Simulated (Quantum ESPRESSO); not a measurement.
# TiCo (Pm-3m) in Quantum ESPRESSO: notebook, part 2 of 2

Quantum ESPRESSO 7.5. Earlier steps stand in the parts before.

## Step 3: Phonons, PBE, collinear spin, ferromagnetic start

Input file pw.in:

```
&CONTROL
  calculation = 'scf'
  prefix = 'pwscf'
  outdir = './tmp'
  pseudo_dir = './pseudo'
  tprnfor = .true.
  tstress = .true.
  disk_io = 'low'
/
&SYSTEM
  ibrav = 0
  nat = 2
  ntyp = 2
  ecutwfc = 104
  nbnd = 25
  occupations = 'smearing'
  smearing = 'mv'
  degauss = 0.01469973
  nspin = 2
  starting_magnetization(1) = 0.1176
  starting_magnetization(2) = 0.0833
/
&ELECTRONS
  conv_thr = 4d-10
  electron_maxstep = 120
  mixing_beta = 0.3
/
ATOMIC_SPECIES
Co    58.9332 Co.upf
Ti    47.8670 Ti.upf
CELL_PARAMETERS bohr
   5.6429319488    0.0000000000    0.0000000000
   0.0000000000    5.6429319488    0.0000000000
   0.0000000000    0.0000000000    5.6429319488
ATOMIC_POSITIONS bohr
Co     2.8214659744    2.8214659744    2.8214659744
Ti     0.0000000000    0.0000000000    0.0000000000
K_POINTS automatic
6 6 6 0 0 0
```

Input file scf2.in:

```
&CONTROL
  calculation = 'scf'
  prefix = 'pwscf'
  outdir = './tmp'
  pseudo_dir = './pseudo'
  tprnfor = .true.
  tstress = .true.
  disk_io = 'low'
/
&SYSTEM
  ibrav = 0
  nat = 2
  ntyp = 2
  ecutwfc = 104
  nbnd = 25
  occupations = 'smearing'
  smearing = 'mv'
  degauss = 0.01469973
  nspin = 2
  starting_magnetization(1) = 0.1176
  starting_magnetization(2) = 0.0833
/
&ELECTRONS
  conv_thr = 1d-13
  electron_maxstep = 120
  mixing_beta = 0.3
  startingpot = 'file'
  startingwfc = 'file'
/
ATOMIC_SPECIES
Co    58.9332 Co.upf
Ti    47.8670 Ti.upf
CELL_PARAMETERS bohr
   5.6429319488    0.0000000000    0.0000000000
   0.0000000000    5.6429319488    0.0000000000
   0.0000000000    0.0000000000    5.6429319488
ATOMIC_POSITIONS bohr
Co     2.8214659744    2.8214659744    2.8214659744
Ti     0.0000000000    0.0000000000    0.0000000000
K_POINTS automatic
6 6 6 0 0 0
```

Input file ph.in:

```
phonons of TiCo
&INPUTPH
  prefix = 'pwscf'
  outdir = './tmp'
  tr2_ph = 1d-18
  fildyn = 'dyn'
  niter_ph = 90
  alpha_mix(1) = 0.4
/
0.0000000000 0.0000000000 0.0000000000
```

Input file dynmat.in:

```
&INPUT
  fildyn = 'dyn'
  asr = 'crystal'
  filout = 'dynmat.disp'
  fileig = 'dynmat.eig'
/
```

Potentials or basis: PseudoDojo 0.4 SR PBE stringent.

On the command line:

```
$ OMP_NUM_THREADS=1 mpirun -n 4 pw.x -nk 4 -in pw.in > pw.out
$ OMP_NUM_THREADS=1 mpirun -n 4 pw.x -nk 4 -in scf2.in > scf2.out
$ OMP_NUM_THREADS=1 mpirun -n 4 ph.x -nk 4 -in ph.in > ph.out
$ OMP_NUM_THREADS=1 mpirun -n 1 dynmat.x -in dynmat.in > dynmat.out
```

pw.out:

```text
This program is part of the open-source Quantum ESPRESSO suite
     for quantum simulation of materials; please cite
[... 6 lines left out ...]
     using ibrav=0 with symmetry is DISCOURAGED, use correct ibrav instead

     K-points division:     npool     =       4
     Subspace diagonalization in iterative solution of the eigenvalue problem:
     a serial algorithm will be used

     G-vector sticks info
     --------------------
     sticks:   dense  smooth     PW     G-vecs:    dense   smooth      PW
     Sum        1049    1049    317                25677    25677    4169

     Using Slab Decomposition

     bravais-lattice index     =            0
     lattice parameter (alat)  =       5.6429  a.u.
     unit-cell volume          =     179.6861 (a.u.)^3
     number of atoms/cell      =            2
     number of atomic types    =            2
     number of electrons       =        29.00
     number of Kohn-Sham states=           25
     kinetic-energy cutoff     =     104.0000  Ry
     charge density cutoff     =     416.0000  Ry
     scf convergence threshold =      4.0E-10
     mixing beta               =       0.3000
     number of iterations used =            8  plain     mixing
     Exchange-correlation= PBE
                           (   1   4   3   4   0   0   0)

     celldm(1)=   5.642932  celldm(2)=   0.000000  celldm(3)=   0.000000
[... 420 lines left out ...]
    13.8160  13.9012  14.1343  14.1343  15.2279  15.2279  15.6925  16.0854
    19.2813  20.0000  23.1031  23.1031  24.2783  25.3693  27.4417  28.7286
    28.7286

          k =-0.5000-0.5000-0.5000 (  3184 PWs)   bands (ev):

   -78.6072 -41.9111 -41.9111 -41.9111 -40.2257 -16.6527 -16.6527 -16.6527
    14.1827  14.1827  14.1827  14.7220  14.7220  14.7220  15.6997  15.6997
    20.0186  20.0186  23.7669  25.1581  25.1581  25.1581  26.5574  26.5574
    26.5574

 ------ SPIN DOWN ----------

          k = 0.0000 0.0000 0.0000 (  3191 PWs)   bands (ev):

   -77.9852 -41.2486 -41.2486 -41.2486 -40.3977 -16.5112 -16.5112 -16.5112
     9.0752  13.1825  13.1825  15.4925  15.4925  15.4925  17.7180  17.7180
    19.5341  19.5341  19.5341  25.7081  25.7081  25.7081  32.2207  32.2207
    36.1986
[... 122 lines left out ...]
   -77.9812 -41.2683 -41.2683 -41.2618 -40.3145 -16.7448 -16.7448 -16.6700
    13.9349  14.1690  14.3858  14.3858  15.2322  15.2322  16.6314  16.8419
    19.2027  19.8669  23.1106  23.1106  24.3870  25.3480  27.4842  28.6900
    28.6900

          k =-0.5000-0.5000-0.5000 (  3184 PWs)   bands (ev):

   -77.9808 -41.2676 -41.2676 -41.2676 -40.3071 -16.7382 -16.7382 -16.7382
    14.4942  14.4942  14.4942  14.6661  14.6661  14.6661  16.6394  16.6394
    19.8855  19.8855  23.9183  25.1414  25.1414  25.1414  26.5503  26.5503
    26.5503

     the Fermi energy is    16.8431 ev

!    total energy              =    -426.80640103 Ry
     estimated scf accuracy    <          3.3E-10 Ry
     smearing contrib. (-TS)   =      -0.00111330 Ry
     internal energy E=F+TS    =    -426.80528773 Ry

     The total energy is F=E-TS. E is the sum of the following terms:
     one-electron contribution =    -186.97471852 Ry
     hartree contribution      =     109.75909881 Ry
     xc contribution           =     -73.89261931 Ry
     ewald contribution        =    -275.69704872 Ry

     total magnetization       =     0.44 Bohr mag/cell
     absolute magnetization    =     0.76 Bohr mag/cell

     convergence has been achieved in  20 iterations

     Forces acting on atoms (cartesian axes, Ry/au):

     atom    1 type  1   force =     0.00000000    0.00000000    0.00000000
     atom    2 type  2   force =     0.00000000    0.00000000    0.00000000

     Total force =     0.000000     Total SCF correction =     0.000000

     Computing stress (Cartesian axis) and pressure

          total   stress  (Ry/bohr**3)                   (kbar)     P=      -16.16
  -0.00010985   0.00000000   0.00000000          -16.16        0.00        0.00
   0.00000000  -0.00010985   0.00000000            0.00      -16.16        0.00
   0.00000000   0.00000000  -0.00010985            0.00        0.00      -16.16

=------------------------------------------------------------------------------=
   JOB DONE.
=------------------------------------------------------------------------------=
```

scf2.out:

```text
This program is part of the open-source Quantum ESPRESSO suite
     for quantum simulation of materials; please cite
[... 6 lines left out ...]
     using ibrav=0 with symmetry is DISCOURAGED, use correct ibrav instead

     K-points division:     npool     =       4
[... 592 lines left out ...]
  -0.00010965   0.00000000   0.00000000          -16.13        0.00        0.00
   0.00000000  -0.00010965   0.00000000            0.00      -16.13        0.00
   0.00000000   0.00000000  -0.00010965            0.00        0.00      -16.13

=------------------------------------------------------------------------------=
   JOB DONE.
=------------------------------------------------------------------------------=
```

It took 4.2 min on 4 MPI ranks of Arm Neoverse V2, shared host; peak memory 0.56 GiB.

What came out:

```yaml
Free_energy: -5806.9969 eV
Pressure_after_relaxing: -1.6 GPa
Band_gap_on_the_k_mesh: none (metal or under the smearing width)
Net_moment: 0.44 μB per cell
Absolute_moment: 0.76 μB per cell
Site_moments: Co +0.60; Ti -0.09 μB
Valence_electrons_inside_the_program's_atomic_spheres: Co 15.87; Ti 10.00
Highest_phonon_frequency_at_Γ: 216 cm⁻¹
```

Phonon frequencies in cm⁻¹ (negative: imaginary):
```
              q point           frequencies
(0.000, 0.000, 0.000)  -1 -1 -1 216 216 216
```

Optical modes at Γ, degenerate ones joined:
| cm⁻¹ | components | symmetry | active in |
| --- | --- | --- | --- |
| 216 | 3 | T1u | IR |

Caveat: the k mesh is coarse; the mesh is thin for the phonons of a metal.
